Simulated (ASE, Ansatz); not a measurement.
# CdS(110) slab, H on both faces (150 atoms): support functions against a reference

Wanted: errors and times of a linear-scaling basis for CdS(110) slab, H on both faces (150 atoms). A setting counts as converged where the r.m.s. difference of forces stays under 1 % of the r.m.s. force.

Program: Ansatz 0.2.0. Level of theory: Kohn-Sham DFT, PBE, PAW (set soft_2), plane waves. Results are calculated unless marked as measured.

## Step 1: The structure

The cell holds 150 atoms: 45 Cd, 45 S and 60 H. Its edges and angles: a = 20.570 Å, b = 17.454 Å, c = 18.890 Å, α = 90.0°, β = 90.0°, γ = 90.0°. It derives from CdS (zinc-blende). Zinc-blende CdS (a = 5.818 Å), (110) slab of 3 atomic planes, 5 x 3 surface cells, H on the broken bonds of both faces, 12 Å of vacuum; displaced by a Gaussian of 0.02 Å. Regions: slab, 90 atoms (45 Cd and 45 S); hydrogen, 60 atoms (60 H). Vacuum lies along c.

Limits known from the start: Caps of real hydrogen don't mimic the fractional bonds of a polar compound, so surface states and strained caps may belong to the model. Beside vacuum, support functions can miss their usual error bounds without a warning. Sampling is at Γ alone, for a cell whose shortest periodic width is 17 Å.

## Step 2: Plane-wave single point

The first run fixes the reference, at a cutoff of 420 eV.

The input, input.yaml:

```yaml
crystal:
  lattice:
    - [20.56974, 0.0, 0.0]
    - [0.0, 17.454, 0.0]
    - [0.0, 0.0, 18.89004]
  atoms:
    - { symbol: Cd, position: [0.89885, 0.18151, 0.39039] }
    - { symbol: S, position: [0.00035, 0.09863, 0.3929] }
    - { symbol: Cd, position: [0.00013, 0.01224, 0.49876] }
    - { symbol: S, position: [0.90043, 0.26482, 0.50109] }
    - { symbol: Cd, position: [0.90053, 0.18002, 0.61035] }
    - { symbol: S, position: [0.00163, 0.09915, 0.60813] }
    - { symbol: Cd, position: [0.10062, 0.17964, 0.39181] }
    - { symbol: S, position: [0.19988, 0.09707, 0.39088] }
    - { symbol: Cd, position: [0.20082, 0.01407, 0.50027] }
    - { symbol: S, position: [0.09969, 0.26492, 0.49868] }
    - { symbol: Cd, position: [0.09719, 0.1781, 0.60936] }
    - { symbol: S, position: [0.19836, 0.09758, 0.60771] }
    - { symbol: Cd, position: [0.89824, 0.51489, 0.39076] }
    - { symbol: S, position: [0.99972, 0.43072, 0.39183] }
    - { symbol: Cd, position: [0.99988, 0.34752, 0.49717] }
    - { symbol: S, position: [0.89751, 0.59755, 0.50043] }
    - { symbol: Cd, position: [0.90021, 0.51244, 0.60723] }
    - { symbol: S, position: [0.00051, 0.43062, 0.60818] }
    - { symbol: Cd, position: [0.30072, 0.17919, 0.39095] }
    - { symbol: S, position: [0.39941, 0.09559, 0.39104] }
    - { symbol: Cd, position: [0.39961, 0.01407, 0.49956] }
    - { symbol: S, position: [0.3013, 0.26433, 0.50059] }
    - { symbol: Cd, position: [0.29961, 0.18172, 0.60566] }
    - { symbol: S, position: [0.39902, 0.09741, 0.60954] }
    - { symbol: Cd, position: [0.09986, 0.51319, 0.39212] }
    - { symbol: S, position: [0.19938, 0.4289, 0.39132] }
    - { symbol: Cd, position: [0.19971, 0.34671, 0.49927] }
    - { symbol: S, position: [0.09984, 0.59645, 0.49833] }
    - { symbol: Cd, position: [0.10169, 0.51487, 0.60806] }
    - { symbol: S, position: [0.1993, 0.43243, 0.607] }
    - { symbol: Cd, position: [0.90166, 0.84747, 0.39065] }
    - { symbol: S, position: [0.0001, 0.76381, 0.38923] }
    [... 112 atom lines left out ...]
    - { symbol: H, position: [0.4995, 0.90343, 0.68198] }
    - { symbol: H, position: [0.59916, 0.72011, 0.66656] }
    - { symbol: H, position: [0.70052, 0.90431, 0.31467] }
    - { symbol: H, position: [0.79886, 0.71863, 0.33301] }
    - { symbol: H, position: [0.70219, 0.90266, 0.68241] }
    - { symbol: H, position: [0.7978, 0.72023, 0.666] }
kpoints:
  mp_grid: { grid: [1, 1, 1] }
hamiltonian:
  xc: pbe
scf:
  occupations: { method: fermi_dirac, width: 0.025 }
output:
  forces: true
  populations: true
  dos:
    method: { smearing: { sigma: 0.08 } }
    de: 0.1
    projected:
      site_lists:
        Cd: [Cd]
        H: [H]
        S: [S]
        hydrogen: [90, 91, 92, 93, 94, 95, 96, 97, 98, 99, 100, 101, 102, 103, 104, 105, 106, 107, 108, 109, 110, 111, 112, 113, 114, 115, 116, 117, 118, 119, 120, 121, 122, 123, 124, 125, 126, 127, 128, 129, 130, 131, 132, 133, 134, 135, 136, 137, 138, 139, 140, 141, 142, 143, 144, 145, 146, 147, 148, 149]
  eigenvalues: true
```

The run is started by

```console
ansatz run input.yaml --threads 32 --pin off --max-ram 92160MiB --backend cuda --events-out ev --progress --plain --runs-dir out --max-vram 78GiB
```

Numbers of over 12 decimals in the logs are rounded to 6 here.

Log:

```text
Engine: ansatz 0.2.0, aarch64-unknown-linux-gnu
Pseudopotentials: kind: paw
Pseudopotential: Cd, paw, valence charge 20, recommended cutoff 420 eV (normal), Cd.paw.azcp
Pseudopotential: S, paw, valence charge 6, recommended cutoff 420 eV (normal), S.paw.azcp
Pseudopotential: H, paw, valence charge 1, recommended cutoff 420 eV (normal), H.paw.azcp
[... 5 lines on functional and potentials left out ...]
device memory: the entry about to start is reckoned to put 13.5 GiB on a device that reports 157.4 GiB free (of which the cap on the GPU budget leaves the run 78.0 GiB)
GPU FFT provider: cuFFT
GPU libraries: cuBLAS 13.8.1, cuFFT 12.4.0, cuSOLVER 12.3.2
GPU matrix products: emulated (plane waves: as basis.precision tells), large ones in fixed point in workspaces of 1.00 GiB
Crystal: 150 atoms, lattice volume = 6781.982 Å³
Basis set: ecut = 420 eV, 132521 PW (Γ), exchange–correlation on 288×240×256 points (8 copies of the dense FFT grid, shifted against one another)
Bands: 765, of which v1, the nominal top of the filled ones, is band 615 counted from 1 (614 counted from 0)
Symmetry: 1 space group operations
Space group: P1 (ITA 1), of the structure as read, at distance tolerance 1.9e-4 Å
k-points: 1
[... 7 lines on functional and potentials left out ...]
Initial density: superposition of atomic densities (neutral atoms: chi_scale 0, normalization atom), corrected by the library's trained network
Initial wavefunctions: pseudopotential atomic-orbital guess
GPU buffer pool allocated for 2211840 grid points (all kernels)
GPU transforms: local potential and band sums: pruned to the plane-wave sphere, on 144×120×125
Functional: x = pbe(κ = 0.804, μ = 0.219515), c = pbe(β = 0.066725)
SCF iter   1: F=—  HF=-413008.285436 eV  |F-HF|=—  |Δ(HF+E_count)|=         —  Δρ=1.86e-3  dr2=4.65e-1  ethr=1.77e-3  ⟨swp⟩=7.0  Hψ=3193  notcnv=0  defer=113
preconditioner: auto → Resta (q_TF=auto, 2.053 Å⁻¹)  ε∞=2.4  [insulator: Δε(μ)=2.111 eV  Ē_g=11.271 eV  σ=0.025 eV  W_gap=1.00  n_scr=986 (ndim 8)  ℏωp=13.3 eV  f_vac=0.579  D(μ)=0.00/eV (n_scr^D=0)  ε∞_Penn≈2.4  vacuum switching on, ρ_ref=9.2e-3 e/Å³]
SCF iter   2: F=—  HF=-413008.190140 eV  |F-HF|=—  |Δ(HF+E_count)|=   9.53e-2  Δρ=8.67e-4  dr2=7.70e-2  ethr=3.78e-5  ⟨swp⟩=4.0  Hψ=1361  notcnv=0  defer=145
SCF iter   3: F=—  HF=-413008.225227 eV  |F-HF|=—  |Δ(HF+E_count)|=   3.51e-2  Δρ=3.43e-4  dr2=1.07e-2  ethr=6.26e-6  ⟨swp⟩=2.0  Hψ=1030  notcnv=0  defer=145
SCF iter   4: F=—  HF=-413008.246553 eV  |F-HF|=—  |Δ(HF+E_count)|=   2.13e-2  Δρ=1.06e-4  dr2=9.45e-4  ethr=8.73e-7  ⟨swp⟩=2.0  Hψ=1025  notcnv=0  defer=145
SCF iter   5: F=—  HF=-413008.212865 eV  |F-HF|=—  |Δ(HF+E_count)|=   3.37e-2  Δρ=3.25e-5  dr2=7.86e-5  ethr=7.69e-8  ⟨swp⟩=2.0  Hψ=1006  notcnv=0  defer=145
SCF iter   6: F=—  HF=-413008.259774 eV  |F-HF|=—  |Δ(HF+E_count)|=   4.69e-2  Δρ=1.14e-5  dr2=1.04e-5  ethr=6.39e-9  ⟨swp⟩=2.0  Hψ=1055  notcnv=0  defer=145
SCF iter   7: F=—  HF=-413008.259785 eV  |F-HF|=—  |Δ(HF+E_count)|=   1.13e-5  Δρ=3.34e-6  dr2=8.52e-7  ethr=8.49e-10  ⟨swp⟩=2.0  Hψ=1145  notcnv=0  defer=145
SCF iter   8: F=—  HF=-413008.259787 eV  |F-HF|=—  |Δ(HF+E_count)|=   1.59e-6  Δρ=1.39e-6  dr2=2.05e-7  ethr=8.13e-12  ⟨swp⟩=23.0  Hψ=5367  notcnv=0
SCF iter   9: F=-413008.259787 eV  HF=-413008.259787 eV  |F-HF|=1.69e-8  |Δ(HF+E_count)|=   1.88e-8  Δρ=2.77e-7  dr2=6.09e-9  ethr=8.13e-12  ⟨swp⟩=4.0  Hψ=2338  notcnv=0
SCF 1 converged in 9 iterations: F = -413008.259787 eV  dr2 = 6.09e-9
  greatest PAW one-centre occupation: 1.000 electrons in one spin orbital (limit 2), on the Cd atom at site 4 (counted from 0), in its partial waves of l = 0
SCF converged after 9 iterations
Free energy (F): -413008.259787 eV
Harris-Foulkes:  -413008.259787 eV  (|F-HF|=1.69e-8)
Internal energy: -413008.259787 eV  (E = F + TS)
E sigma→0 (E₀):  -413008.259787 eV
Fermi energy:    -0.261252 eV
--- Per-component energies (eV) ---
  E_band       = -33260.008370
  E_kinetic    = 28355.378239
  E_local      = -719114.578046  (includes V_loc(G=0)·N_el)
  E_nonlocal   = 2858.187989
  E_hartree    = 346881.196525
  E_xc         = -12860.063122
  E_vxc        = -14598.590350  (∫ρ·V_xc dr)
  E_paw        = -210769.898008  (= ΣΔE_a)
  E_vpaw       = -24522.750543  (= ΣTr[D̂ρ^β])
  E_aug_tail   = -0.068324  (compensation charges beyond the density's cutoff)
  E_ewald      = 151641.584959
  E_smearing   = -0.000000  (= −TS)
  E_closure    = 0.000000  (closes the sum)
  Σ components = -413008.259787   (vs F -413008.259787, Δ=0.00e0)
--- Forces (eV/Å), atoms counted from 1 ---
[... 150 lines of forces left out ...]
  max |Σ_I F_I| component: 7.79e-5 eV/Å
--- Band table (eV) ---
[... left out ...]
--- Löwdin populations: 150 sites ---
  site symbol       q [e]
[... 150 lines, one an atom, left out ...]
  spilling = 0.009194 (of n_electrons = 1230.000000)
```

Elapsed: 3.8 s, on 1 × NVIDIA GB200 with 32 threads of Arm Neoverse V2, shared host; peak memory 2.1 GiB.

That memory is the host's; the program planned up to 13.5 GiB on the GPU. Forces of this run were stored rounded, and per-atom blocks of the log weren't kept.

The run gave:

```yaml
free_energy: -413008.2598 eV
free_energy_per_atom: -2753.3884 eV/atom
scf_cycles: 9
r_m_s_force_component: 0.5687 eV/Å
longest_force: 2.814 eV/Å
fermi_energy: -0.2613 eV
spacing_of_highest_filled_and_lowest_empty_level: 2.05 eV
spilling_of_the_projection: 0.009194
```

Length of the force by element:

| element | coordination | atoms | mean length of the force (eV/Å) | spread | least | most |
| --- | --- | --- | --- | --- | --- | --- |
| Cd | all | 45 | 1.03 | 0.367 | 0.432 | 1.93 |
| H | all | 60 | 0.628 | 0.543 | 0.0456 | 2.77 |
| S | all | 45 | 0.884 | 0.579 | 0.286 | 2.81 |

Löwdin charges by element (they lack the spilled electrons, 0.075 e an atom on average):

| element | coordination | atoms | mean charge (e) | spread | least | most |
| --- | --- | --- | --- | --- | --- | --- |
| Cd | all | 45 | 1.24 | 0.0339 | 1.20 | 1.29 |
| H | all | 60 | -0.147 | 0.351 | -0.507 | 0.207 |
| S | all | 45 | -0.788 | 0.229 | -1.12 | -0.609 |

By region:

| region | atoms | mean length of the force (eV/Å) |
| --- | --- | --- |
| slab | 90 | 0.958 |
| hydrogen | 60 | 0.628 |

States in the cell by windows of 1 eV, zero at the Fermi level; some projections on atomic orbitals stand beside the total:

| from (eV) | to (eV) | total | Cd d | S p | H s | Cd s | S s |
| --- | --- | --- | --- | --- | --- | --- | --- |
| -18 | -16 | 0.0 | 0.0 | 0.0 | 0.0 | 0.0 | 0.0 |
| -16 | -15 | 3.9 | 0.1 | 0.0 | 0.7 | 0.2 | 2.8 |
| -15 | -14 | 56.0 | 1.8 | 0.3 | 8.6 | 2.6 | 42.3 |
| -14 | -13 | 30.0 | 2.5 | 0.0 | 0.0 | 2.4 | 24.9 |
| -13 | -10 | 0.0 | 0.0 | 0.0 | 0.0 | 0.0 | 0.0 |
| -10 | -9 | 142.4 | 131.5 | 8.6 | 1.1 | 0.4 | 0.4 |
| -9 | -8 | 307.6 | 286.0 | 12.9 | 5.3 | 1.3 | 1.3 |
| -8 | -7 | 11.9 | 1.9 | 6.0 | 1.8 | 1.6 | 0.4 |
| -7 | -6 | 48.1 | 7.8 | 23.6 | 7.7 | 4.9 | 3.0 |
| -6 | -5 | 49.2 | 2.8 | 30.2 | 2.0 | 12.0 | 1.6 |
| -5 | -4 | 31.1 | 2.3 | 19.2 | 2.7 | 4.3 | 1.7 |
| -4 | -3 | 83.7 | 5.3 | 69.7 | 2.7 | 2.2 | 0.9 |
| -3 | -2 | 44.8 | 3.1 | 37.8 | 1.7 | 0.6 | 0.2 |
| -2 | -1 | 60.4 | 3.3 | 16.3 | 33.7 | 3.6 | 0.5 |
| -1 | 0 | 0.8 | 0.0 | 0.2 | 0.5 | 0.0 | 0.0 |
| 0 | 1 | 1.2 | 0.0 | 0.1 | 0.3 | 0.5 | 0.2 |
| 1 | 2 | 20.9 | 0.0 | 3.0 | 3.9 | 7.2 | 2.7 |
| 2 | 3 | 60.6 | 0.1 | 9.6 | 10.2 | 15.2 | 3.1 |
| 3 | 4 | 78.6 | 0.2 | 14.6 | 14.0 | 12.0 | 1.6 |

The curve was stored every 0.100 eV, coarse against its broadening of 0.08 eV, so these counts are rough.

The stored curve holds about 870 of the 1230 electrons; the rest, give or take the few that broadening carries across the Fermi level, lie in deeper levels below its range.

Not all projections were asked for or kept, so they needn't add up to the total.

The levels nearest the highest filled one (over half full), pooled over k-points and spins:

| level less the highest filled one (eV) | occupation |
| --- | --- |
| -0.0729 | 2 |
| -0.0473 | 2 |
| -0.0319 | 2 |
| -0.0073 | 2 |
| -0.0016 | 2 |
| 0 | 2 |
| 2.05 | 0 |
| 2.24 | 0 |
| 2.27 | 0 |
| 2.45 | 0 |
| 2.46 | 0 |
| 2.83 | 0 |

Mean Löwdin charges: Cd +1.24, H -0.15, S -0.79 e (they miss 0.92 % of the electrons, so they add up to more than the cell's charge).

## Step 3: Structure statistics

Bonds and neighbours are counted at the geometry of the runs.

Normalised to the volume that the atoms fill. Pair distribution functions g(r), in bins of 0.2 Å:

| r (Å) | total | H-H | H-Cd | H-S | Cd-Cd | Cd-S | S-S |
| --- | --- | --- | --- | --- | --- | --- | --- |
| 1.20 | 0.21 | 0.00 | 0.00 | 0.88 | 0.00 | 0.00 | 0.00 |
| 1.40 | 1.69 | 0.00 | 0.00 | 7.03 | 0.00 | 0.00 | 0.00 |
| 1.60 | 0.41 | 0.00 | 1.71 | 0.00 | 0.00 | 0.00 | 0.00 |
| 1.80 | 0.76 | 0.00 | 3.17 | 0.00 | 0.00 | 0.00 | 0.00 |
| 2.00 | 0.00 | 0.00 | 0.00 | 0.00 | 0.00 | 0.00 | 0.00 |
| 2.20 | 0.00 | 0.00 | 0.00 | 0.00 | 0.00 | 0.00 | 0.00 |
| 2.40 | 0.64 | 0.00 | 0.00 | 0.00 | 0.00 | 3.52 | 0.00 |
| 2.60 | 2.07 | 0.00 | 0.00 | 0.00 | 0.00 | 11.49 | 0.00 |
| 2.80 | 0.00 | 0.00 | 0.00 | 0.00 | 0.00 | 0.00 | 0.00 |
| 3.00 | 0.00 | 0.00 | 0.00 | 0.00 | 0.00 | 0.00 | 0.00 |
| 3.20 | 1.02 | 0.27 | 4.07 | 0.00 | 0.00 | 0.00 | 0.00 |
| 3.40 | 1.20 | 3.57 | 0.04 | 2.58 | 0.00 | 0.00 | 0.00 |
| 3.60 | 0.23 | 0.00 | 0.00 | 0.95 | 0.00 | 0.00 | 0.00 |
| 3.80 | 0.47 | 2.93 | 0.00 | 0.00 | 0.00 | 0.00 | 0.00 |
| 4.00 | 1.06 | 0.94 | 0.00 | 0.00 | 4.96 | 0.00 | 5.20 |
| 4.20 | 2.52 | 1.58 | 1.04 | 2.06 | 8.50 | 0.00 | 8.30 |
| 4.40 | 1.39 | 0.00 | 3.17 | 2.60 | 0.00 | 0.00 | 0.00 |
| 4.60 | 0.05 | 0.00 | 0.21 | 0.00 | 0.00 | 0.00 | 0.00 |
| 4.80 | 1.61 | 0.00 | 0.00 | 0.00 | 0.00 | 8.89 | 0.00 |
| 5.00 | 0.15 | 0.00 | 0.55 | 0.00 | 0.00 | 0.08 | 0.00 |
| 5.20 | 0.69 | 0.00 | 1.06 | 1.84 | 0.00 | 0.00 | 0.00 |
| 5.40 | 0.29 | 0.00 | 0.00 | 1.22 | 0.00 | 0.00 | 0.00 |
| 5.60 | 0.33 | 0.00 | 1.37 | 0.00 | 0.00 | 0.00 | 0.00 |
| 5.80 | 0.71 | 1.27 | 0.00 | 0.00 | 2.80 | 0.00 | 2.81 |
| 6.00 | 0.28 | 0.00 | 1.17 | 0.00 | 0.00 | 0.00 | 0.00 |
| 6.20 | 0.10 | 0.11 | 0.01 | 0.02 | 0.00 | 0.43 | 0.00 |
| 6.40 | 1.05 | 0.16 | 0.34 | 1.04 | 0.00 | 3.83 | 0.00 |
| 6.60 | 0.76 | 0.32 | 1.57 | 1.39 | 0.00 | 0.00 | 0.00 |

Bonds by pair of elements; cutoffs follow the first minimum of g(r), held within bounds set by covalent radii, and pairs that aren't listed don't count as bonded:

| pair A-B | cutoff (Å) | bonds | mean length (Å) | spread (Å) | shortest (Å) | B about A | A about B |
| --- | --- | --- | --- | --- | --- | --- | --- |
| H-Cd | 2.12 | 30 | 1.71 | 0.032 | 1.63 | 0.5 | 0.667 |
| H-S | 1.7 | 30 | 1.34 | 0.036 | 1.26 | 0.5 | 0.667 |
| Cd-S | 2.98 | 150 | 2.52 | 0.03 | 2.40 | 3.33 | 3.33 |

How many atoms have how many bonded neighbours:

| element | mean | 1 | 4 |
| --- | --- | --- | --- |
| Cd | 4 | 0 | 45 |
| H | 1 | 60 | 0 |
| S | 4 | 0 | 45 |

Bond angles (no mean is given where the spread exceeds 20°):

| angle | count | mean (°) | spread (°) |
| --- | --- | --- | --- |
| Cd-S-Cd | 180 | 110 | 1.1 |
| S-Cd-S | 180 | 110 | 1.1 |
| Cd-S-H | 90 | 110 | 1.4 |
| H-Cd-S | 90 | 109 | 1.4 |

For some of the pairs, g(r) has its first main peak near 3.34 Å (H-H), 1.71 Å (H-Cd), 1.34 Å (H-S), 4.11 Å (Cd-Cd), 2.52 Å (Cd-S) and 4.11 Å (S-S). By these cutoffs all Cd atoms have 4, all H atoms have 1 and all S atoms have 4 bonded neighbours. The Cd-S-Cd angle averages 110° with a spread of 1.1°.

(Continued in part 2 of 2.)

[Logs are printed without paths, hosts, clocks, repeated set-up lines and the standing remarks that a program may print on its own settings, such as how far it seeks lower states.]

[Hosts, paths, dates, database ids (printed as entryN), source tags and the programs' standing remarks are cut or masked in the printed files.]
